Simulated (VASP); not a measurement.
# AgCl (Fm-3m) in VASP: single point with LDA

Aim: the single point of AgCl with LDA.

All numbers are computed with VASP 6.6.1; they aren't measurements. Logs are shortened: lines on timing, memory, paths and dates and some standing lists are left out, and cuts for length are marked.

**Experimental background.**

From a printed reference work, data compilation, for a bulk crystal of AgCl: band gap 3.249 eV (indirect).

The results are compared with them further down.

## (1) The cell of the first run

The structure is cubic, space group Fm-3m (No. 225). Conventional cell: a = 5.355 Å, b = 5.355 Å, c = 5.355 Å, α = 90.00°, β = 90.00°, γ = 90.00°. Ag (site symmetry m-3m) has 6 Cl at 2.68 Å within 3.5 Å. Cl (site symmetry m-3m) has 6 Ag at 2.68 Å within 3.5 Å.

## (2) Single point, LDA

The input, INCAR:

```
PREC = Accurate
ENCUT = 520
EDIFF = 1E-6
ISMEAR = 0
SIGMA = 0.05
LREAL = F
LASPH = T
NELM = 60
ALGO = Normal
ISIF = 2
LWAVE = F
LCHARG = F
GGA = CA
NBANDS = 16
```

The input, KPOINTS:

```
Automatic mesh
0
Gamma
  10 10 10
```

The input, POSCAR:

```
AgCl
1.0
    0.0000000000      2.6773114500      2.6773114500
    2.6773114500      0.0000000000      2.6773114500
    2.6773114500      2.6773114500      0.0000000000
Ag Cl
1 1
Direct
    0.5000000000      0.5000000000      0.5000000000
    0.0000000000      0.0000000000      0.0000000000
```

Potentials or basis: VASP PAW LDA potentials, release 64 (Ag, Cl).

On the command line:

```bash
cat potpaw_LDA.64/Ag/POTCAR potpaw_LDA.64/Cl/POTCAR > POTCAR
mpirun -np 1 vasp_std > vasp.out
```

OUTCAR:

```text
PREC = Accurate
   ENCUT = 520
   EDIFF = 1E-6
   ISMEAR = 0
   LREAL = F
   LASPH = T
   NELM = 60
   ISIF = 2
   GGA = CA

 ion  position               nearest neighbor table
   1  0.500  0.500  0.500-   2 2.68   2 2.68   2 2.68   2 2.68   2 2.68   2 2.68
   2  0.000  0.000  0.000-   1 2.68   1 2.68   1 2.68   1 2.68   1 2.68   1 2.68

  LATTYP: Found a face centered cubic cell.
 ALAT       =     5.3546229000

  Lattice vectors:

 A1 = (   0.0000000000,   2.6773114500,   2.6773114500)
 A2 = (   2.6773114500,   0.0000000000,   2.6773114500)
 A3 = (   2.6773114500,   2.6773114500,   0.0000000000)

Analysis of symmetry for initial positions (statically):
[... 33 lines left out ...]
                                     Primitive cell

  volume of cell :      38.3819

  direct lattice vectors                    reciprocal lattice vectors
     0.000000000  2.677311450  2.677311450    -0.186754514  0.186754514  0.186754514
     2.677311450  0.000000000  2.677311450     0.186754514 -0.186754514  0.186754514
     2.677311450  2.677311450  0.000000000     0.186754514  0.186754514 -0.186754514

  length of vectors
     3.786290163  3.786290163  3.786290163     0.323468308  0.323468308  0.323468308

  position of ions in fractional coordinates (direct lattice)
     0.500000000  0.500000000  0.500000000
     0.000000000  0.000000000  0.000000000

  ion indices of the primitive-cell ions
   primitive index   ion index
                 1           1
                 2           2

----------------------------------------------------------------------------------------

 KPOINTS: Automatic mesh

Automatic generation of k-mesh.
 Grid dimensions read from file:
 generate k-points for:   10   10   10

 Generating k-lattice:

  Cartesian coordinates                     Fractional coordinates (reciprocal lattice)
    -0.018675451  0.018675451  0.018675451     0.100000000  0.000000000  0.000000000
     0.018675451 -0.018675451  0.018675451     0.000000000  0.100000000  0.000000000
     0.018675451  0.018675451 -0.018675451     0.000000000  0.000000000  0.100000000

  Length of vectors
     0.032346831  0.032346831  0.032346831

  Shift w.r.t. Gamma in fractional coordinates (k-lattice)
     0.000000000  0.000000000  0.000000000

 Subroutine IBZKPT returns following result:
 ===========================================

 Found     47 irreducible k-points:
[... 35 lines left out ...]
   NGXF,Y,Z  is equivalent  to a cutoff of  24.59, 24.59, 24.59 a.u.
 SYSTEM =  unknown system
   PREC   = accura    normal or accurate (medium, high low for compatibility)
   ISTART =      0    job   : 0-new  1-cont  2-samecut
   ICHARG =      2    charge: 1-file 2-atom 10-const
   ISPIN  =      1    spin polarized calculation?
   LNONCOLLINEAR =      F non collinear calculations
   LSORBIT =      F    spin-orbit coupling
   LASPH  =      T    aspherical Exc in radial PAW
   ENCUT  =  520.0 eV  38.22 Ry    6.18 a.u.   7.04  7.04  7.04*2*pi/ulx,y,z
   NELM   =     60;   NELMIN=  2; NELMDL= -5     # of ELM steps
   EDIFF  = 0.1E-05   stopping-criterion for ELM
   LREAL  =      F    real-space projection
   EDIFFG = 0.1E-04   stopping-criterion for IOM
   NSW    =      0    number of steps for IOM
   IBRION =     -1    ionic relax: 0-MD 1-quasi-New 2-CG
   NFREE  =      0    steps in history (QN), initial steepest desc. (CG)
   ISIF   =      2    stress and relaxation
   ISYM   =      2    0-nonsym 1-usesym 2-fastsym
   POTIM  = 0.5000    time-step for ionic-motion
   TEBEG  =    0.0;   TEEND  =   0.0 temperature during run
   PSTRESS=    0.0 pullay stress
   NELECT =      18.0000    total number of electrons
   NUPDOWN=      -1.0000    fix difference up-down
   EMIN   =  10.00;   EMAX   =-10.00  energy-range for DOS
   EFERMI =   0.00;   METHOD = LEGACY
   ISMEAR =     0;   SIGMA  =   0.05  broadening in eV -4-tet -1-fermi 0-gaus
   EFERMI_NEDOS =   21; number of points for ismear=-14 and -15
   IALGO  =     38    algorithm
   IMIX   =      4    mixing-type and parameters
     AMIX     =   0.40;   BMIX     =  1.00
     AMIX_MAG =   1.60;   BMIX_MAG =  1.00
  volume/ion in A,a.u.               =      19.19       129.51
  Fermi-wavevector in a.u.,A,eV,Ry     =   1.271911  2.403564 22.010933  1.617758
  Thomas-Fermi vector in A             =   2.404818
   LORBIT       =      0    0 simple, 1 ext, 2 COOP (PROOUT), +10 PAW based schemes
   GGA     = CA    functional components
   LHFCALC =     F    Hartree Fock is set to
   AEXX    =    0.0000 exact exchange contribution
   IVDW    =     0    specifies the selected vdW correction
   LEPSILON=     F    determine dielectric tensor
   LRPA    =     F    only Hartree local field effects (RPA)
 non-spin polarized calculation
 Gauss-broadening in eV      SIGMA  =   0.05
  energy-cutoff  :      520.00
  volume of cell :       38.38
 maximum number of plane-waves:      1056
   NGX = 15   NGY = 15   NGZ = 15

 number of electron      18.0000004 magnetization

 Free energy of the ion-electron system (eV)
  ---------------------------------------------------
  ext. energy  EPLUGINS =         0.00000000
  ---------------------------------------------------
  free energy    TOTEN  =        -6.79309120 eV

  energy without entropy =       -6.79309120  energy(sigma->0) =       -6.79309120

 E-fermi :   5.2806     XC(G=0): -10.9787

 val. band max:        5.0125447802   @ k =   0.5000   0.0000   0.0000
 cond. band min:       5.6676195152   @ k =   0.0000   0.0000   0.0000
 fundamental gap:      0.6550747350
 Fermi energy:         5.2806150381

 k-point     1 :       0.0000    0.0000    0.0000
  band No.  band energies     occupation
      1     -10.7967      2.00000
      2       2.0055      2.00000
      3       2.0055      2.00000
      4       2.0055      2.00000
      5       2.0524      2.00000
      6       2.0524      2.00000
[... 433 lines left out ...]
      3       0.9149      2.00000
      4       1.0444      2.00000
      5       1.8515      2.00000
      6       2.4395      2.00000
[... 8 lines left out ...]
     15      20.1313      0.00000
     16      21.2010      0.00000

 [... further k-points ...]
[... 5 lines left out ...]
  --------------------------------------------------------------------------------------
  -------------------------------------------------------------------------------------
  Total        0.0036916      0.0036916      0.0036916     -0.0000000     -0.0000000      0.0000000
  in kB        0.1540973      0.1540973      0.1540973     -0.0000000     -0.0000000      0.0000000
  external PRESSURE =       0.1540973 kB  Pullay stress =       0.0000000 kB

 VOLUME and BASIS-vectors are now :
 -----------------------------------------------------------------------------
  energy-cutoff  :      520.00
  volume of cell :       38.38
      direct lattice vectors                 reciprocal lattice vectors
     0.000000000  2.677311450  2.677311450    -0.186754514  0.186754514  0.186754514
     2.677311450  0.000000000  2.677311450     0.186754514 -0.186754514  0.186754514
     2.677311450  2.677311450  0.000000000     0.186754514  0.186754514 -0.186754514

 POSITION                                       TOTAL-FORCE (eV/Angst)
 -----------------------------------------------------------------------------------
      2.67731      2.67731      2.67731        -0.000000     -0.000000     -0.000000
      0.00000      0.00000      0.00000         0.000000      0.000000      0.000000
 -----------------------------------------------------------------------------------
    total drift:                                0.000000      0.000000      0.000000

  FREE ENERGIE OF THE ION-ELECTRON SYSTEM (eV)
  ---------------------------------------------------
  free  energy   TOTEN  =        -6.7930912039 eV

  energy  without entropy=       -6.7930912039  energy(sigma->0) =       -6.79309120
```

OSZICAR:

```text
N       E                     dE             d eps       ncg     rms          rms(c)
DAV:   1     0.920692717960E+02    0.92069E+02   -0.86562E+03  1504   0.102E+03
DAV:   2    -0.409972932577E+01   -0.96169E+02   -0.88162E+02  1904   0.220E+02
DAV:   3    -0.693561622582E+01   -0.28359E+01   -0.28294E+01  1824   0.390E+01
DAV:   4    -0.694873197078E+01   -0.13116E-01   -0.13115E-01  1960   0.304E+00
DAV:   5    -0.694886272883E+01   -0.13076E-03   -0.13076E-03  1824   0.300E-01    0.853E+00
DAV:   6    -0.680233648549E+01    0.14653E+00   -0.23667E-01  1960   0.678E+00    0.554E+00
DAV:   7    -0.679544448823E+01    0.68920E-02   -0.63194E-02  1856   0.170E+00    0.216E+00
DAV:   8    -0.679317053510E+01    0.22740E-02   -0.32563E-03  1672   0.540E-01    0.256E-01
DAV:   9    -0.679308633259E+01    0.84203E-04   -0.34063E-04  1928   0.214E-01    0.307E-02
DAV:  10    -0.679309064828E+01   -0.43157E-05   -0.11868E-05  1872   0.355E-02    0.119E-02
DAV:  11    -0.679309120391E+01   -0.55564E-06   -0.91866E-07  1240   0.913E-03
   1 F= -.67930912E+01 E0= -.67930912E+01  d E =-.741852E-16
```

stdout:

```text
POSCAR found type information on POSCAR AgCl
 POSCAR found :  2 types and       2 ions
 scaLAPACK will be used
 LDA part: xc-table for (Slater(with rela. corr.)+CA(PZ))
 , standard interpolation
 POSCAR, INCAR and KPOINTS ok, starting setup
 FFT: planning ... GRIDC
 FFT: planning ... GRID_SOFT
 FFT: planning ... GRID
 WAVECAR not read
 entering main loop
```

Wall time 16 s (1 thread of AMD EPYC 7R43 (Zen 3), shared host); peak memory 0.12 GiB.

What came out:

| Item | Value |
| --- | --- |
| Free energy | -6.7931 eV |
| Pressure | 0.0 GPa |
| Band gap on the k mesh | 0.66 eV, indirect (least direct gap 3.30 eV) |

Levels at points of the mesh, in eV from the valence-band top:
| k point | band 6 | band 7 | band 8 | band 9 | band 10 | band 11 | band 12 | band 13 |
| --- | --- | --- | --- | --- | --- | --- | --- | --- |
| (0.00, 0.00, 0.00) | -2.96 | -2.76 | -2.76 | -2.76 | 0.66 | 10.71 | 10.71 | 10.71 |
| (0.50, 0.00, 0.00) | -2.51 | -2.13 | 0.00 | 0.00 | 3.67 | 6.95 | 7.24 | 7.24 |
| (0.50, 0.50, 0.00) | -2.71 | -2.36 | -2.36 | -2.19 | 1.94 | 7.71 | 8.75 | 11.79 |

## (3) How close it comes

Step 2. A measured gap of AgCl is 3.249 eV (indirect; a printed reference work, data compilation); the calculated 0.66 eV misses it by -2.59 eV. So large a miss can be the level of theory's own, or it may mean another phase, state or a wrong row. Spin-orbit coupling on Ag is left out. The value is that of LDA on a finite k mesh, which can miss the band edges, without temperature or zero-point motion. Semilocal functionals fall short of measured gaps as a rule.
